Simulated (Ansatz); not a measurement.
Bi and the effect of spin-orbit coupling

```
CELL_PARAMETERS angstrom
4.65841 0.00000 0.00000
0.00000 4.52639 0.00000
-0.34597 0.00000 6.51195
ATOMIC_POSITIONS crystal
Bi 0.25137 0.25000 0.74873
Bi 0.74863 0.75000 0.25127
Bi 0.24989 0.25000 0.24888
Bi 0.75011 0.75000 0.75112
```

Kept alike: task band structure; functional PBEsol; k mesh 6 × 6 × 4; occupations fermi-dirac, width 0.05 eV. Program: Ansatz, Ansatz PAW, cutoff 420 eV. The mesh is that of the run's cell of 4 atoms.

```csv
spin-orbit coupling,pressure (GPa)
off,-1.37
on,-0.23
```

Pressure is positive in compression, with a Pulay correction for the finite cutoff. For a metal such a mesh leaves the last digits unconverged. All rows use potentials made for PBE.

The pressure runs from -1.37 (off) to -0.23 GPa (on).
